A crystal left to itself sits at the bottom of its energy valley, so squeezing it and stretching it should both cost energy. For small strains the two costs should be nearly equal, and a plot of energy against strain should look like a parabola with its lowest point at zero. The SnO crystal in this scan behaves otherwise. Stretching it costs energy, but squeezing it releases energy, down to the shortest cell that was tried.

SnO (Pmn2_1, 4-atom cell, 20.09 Å³ an atom) strained along b, with a, c and fractional coordinates fixed, from a cell not relaxed at this level. Computed with Ansatz 0.2.0: PBEsol, plane-wave PAW, scalar-relativistic, no spin polarisation, 420 eV cutoff, 8×6×6 k mesh, 0.05 eV Gaussian smearing. Free energies are relative to strain zero; pressure is positive in compression.

| strain | energy change (meV/atom) | tensile stress along pattern (GPa) | pressure (GPa) | gap on mesh (eV) |
| --- | --- | --- | --- | --- |
| -0.02 | -3.8 | 0.14 | -1.50 | 1.253 |
| -0.015 | -3.5 | 0.85 | -1.91 | 1.275 |
| -0.01 | -2.7 | 1.53 | -2.31 | 1.297 |
| -0.005 | -1.6 | 2.18 | -2.70 | 1.319 |
| 0 | 0.0 | 2.81 | -3.07 | 1.340 |
| 0.005 | 1.9 | 3.41 | -3.43 | 1.361 |
| 0.01 | 4.3 | 3.99 | -3.77 | 1.382 |
| 0.015 | 6.9 | 4.54 | -4.11 | 1.403 |
| 0.0175 | 8.4 | 4.81 | -4.27 | 1.413 |
| 0.02 | 10.0 | 5.07 | -4.43 | 1.423 |

The strain is the fractional change in length of the cell edge b, negative when the edge is shortened. The other two edges keep their length, and each atom keeps its relative position in the cell. This orthorhombic form of SnO is not the tetragonal one known at ambient conditions. The energy change is counted from the cell at strain zero. The tensile stress is positive when the crystal pulls inward along b on whatever holds it at that length, while the pressure is negative when the crystal as a whole is under tension.

The stress column explains the strange energies. At strain zero the crystal already pulls inward along b with 2.81 GPa, much as a spring does that has been hooked up too long. The starting cell was never relaxed with PBEsol, the density functional used here, and with the other edges and the atoms held in place, its b edge is too long for this functional. Strain zero is therefore a point on the slope of the valley, and a step towards shorter b leads downhill.

How steep the slope is follows from the definition of work. The force on an end face of the cell is the tension $\sigma$ times the area of that face, and the distance moved is the edge length times the small strain $\mathrm{d}e$. Area times edge length is the volume, so the energy changes by $\mathrm{d}E = V_0\,\sigma\,\mathrm{d}e$, where $V_0$ is the volume at strain zero. The rule holds along the whole scan because the end face, spanned by a and c, never changes its area.

Over a short range the tension grows nearly in proportion to the strain, $\sigma = \sigma_0 + k e$. Here $\sigma_0$ is the tension at strain zero, and $k$ is the stiffness, the rate at which tension grows with strain. Adding up the work gives

$$E = V_0\left(\sigma_0 e + \tfrac{1}{2} k e^2\right).$$

The second term is the familiar parabola, which is the same for squeezing and stretching. The first is a straight line that tilts it, and the line is there only because the starting cell was under tension.

Both constants can be read from the stresses. The tension rises from 2.18 to 3.41 GPa between strains of −0.005 and 0.005, which gives a stiffness of 123 GPa. The volume is 20.09 Å³ an atom, and 1 eV/Å³ equals 160.2 GPa. At a strain of 0.02 the terms become

$$V_0\sigma_0 e = \frac{20.09 \times 2.81 \times 0.02}{160.2}\ \text{eV} \approx 7.0\ \text{meV},$$

$$\tfrac{1}{2}V_0 k e^2 = \frac{20.09 \times 123 \times 0.02^2}{2 \times 160.2}\ \text{eV} \approx 3.1\ \text{meV}.$$

When the crystal is stretched, the two terms add up to 10.1 meV an atom, against 10.0 in the table. When it is squeezed by the same amount, the straight line changes sign and the parabola does not, so the sum is −4.0 meV, against −3.8. The lopsided energies thus come mainly from the tilt, which at this strain is more than twice as large as the true elastic term. No energy from the table went into the estimate. Since stress and energy come from the same calculation, though, the agreement shows that the two columns belong together, not that PBEsol describes SnO well.

The tilt matters to anyone who wants a stiffness from such energies. Taking the row at 0.02 alone and reading its 10.0 meV as a pure parabola would give a stiffness more than three times too large. The row at −0.02, read in the same way, would give a negative one, as if the crystal were unstable. The average of the two energies is free of the tilt, because the straight line cancels, and it returns the 3.1 meV of the elastic term.

The small misses of the estimate have a pattern. At the stretched end the true energy lies below the estimate, and at the squeezed end it lies above. A stiffness that falls as the crystal gets longer does exactly this, and the stress column shows the fall directly. The tension grows at a mean rate of 134 GPa on the squeezed side of strain zero and of 113 GPa on the stretched side.

A metal bar in a testing machine can seem to soften because it gets thinner, so that a smaller area carries the load. That effect is absent here, since the loaded face is held fixed. The softening belongs to the forces between the atoms. Electron shells pushed together repel each other ever more steeply, whereas the attraction between atoms drawn apart fades gradually. An energy valley shaped by such forces is steeper on its short side than on its long side. This scan covers only the long side, where the softening shows as a slope that grows ever more slowly.

The same stiffness tells roughly where the bottom of the valley lies. Tension along b should vanish near $e = -\sigma_0/k = -2.81/123 \approx -0.023$. Extending the line through the two most squeezed rows puts the point at about −0.021, a little closer to zero, because the crystal is stiffer there than at the start. The scan stops just short of the minimum, which is why its energies are still falling at the last squeezed row, though by very little.

That row should not be mistaken for the relaxed crystal. Only b was allowed to shorten, and a tension of 2.84 GPa along a and 1.51 GPa along c remains. The atoms, too, still feel forces along c. The bottom of this valley is the lowest point on one straight path through a wider landscape, and lower ground lies off the path. Its exact place also depends on the functional, since PBEsol has no explicit term for the long-range dispersion forces that help to hold layers together, and on the PAW datasets, which were made for another functional, PBE.

The leftover tension explains the pressure column as well. Pressure is minus the average of the tensions along the three edges. A crystal stretched along b would like to become narrower, and since its sides are held, it pulls on them harder. Over the scan the tension rises by 4.93 GPa along b, but only by 1.69 along a and 2.17 along c. The pressure therefore falls by the average of the three, 2.93 GPa, and moves more slowly than the tension along b. It also stays clearly negative where the tension along b has nearly gone.

The stiffness of 123 GPa carries a condition of its own, because the atoms were not free to choose their places. In a real crystal under load, soft contacts give way first and strong bonds keep most of their length. Here every part of the cell is stretched in the same proportion. Between strains of −0.02 and 0.005 the shortest Sn–O bond grows from 2.117 to 2.160 Å, which is about 80 % of the relative stretch of the b edge. Such a bond must lie mostly along b, and it is forced to take part in the strain.

The atoms resist this treatment. The force along b on one pair of like atoms is only 0.016 eV/Å at the squeezed end, but it reaches 0.754 eV/Å at the stretched end. If the atoms were released, they would follow these forces and lower the energy. A crystal strained from rest with its atoms free to adjust is never stiffer than the same crystal with its atoms held, and usually it is softer. The value found here is thus the stiffness of a stretched cell with clamped atoms, not the elastic constant that a slow mechanical test would measure.

The gap between filled and empty electron states follows the strain with no sign of the tilt. It widens in every step, by 0.17 eV over the scan, or roughly 40 meV for each per cent of strain. The gap has no reason to be smallest or largest where the energy is lowest, so a starting cell of the wrong length merely shifts the point on the line from which one starts. The gaps are taken on a mesh of k points, which may miss the true band edges, and PBEsol usually makes gaps too small. The trend is more trustworthy than the values.

Why the gap widens is less certain than why the energy tilts. One likely cause is that the layers, which appear to be stacked along b, move apart, so that their electron states overlap less and the bands become narrower. Another lies inside the layers. In oxides of divalent tin the highest filled states usually have an antibonding mix of tin s and oxygen p character, and a longer bond lowers their energy. Either change could widen the gap, and a scan that stretches layers and spaces together cannot tell them apart.

The last stretched rows seem to break the rhythm, because the energy suddenly rises in smaller steps. The strain does too: the row at 0.0175 lies halfway between its neighbours. Divided by the step in strain, the changes of energy, stress and gap run on smoothly. Nothing in them points to a change of phase, and the atoms, held at fixed relative positions, could not have rearranged in any case.

A neighbouring scan that started from a cell relaxed with the same functional would lose the tilt and keep the softening. Its energies would rise on both sides of zero, and squeezing would cost slightly more than stretching by the same amount, the reverse of the order seen here. A scan along a from the present cell would be tilted again, since the tension along a at strain zero is about 3.7 GPa, more than along b. In each case the stress at the starting point tells which way the energy will first go, and the change of stress with strain tells how soon it will turn.
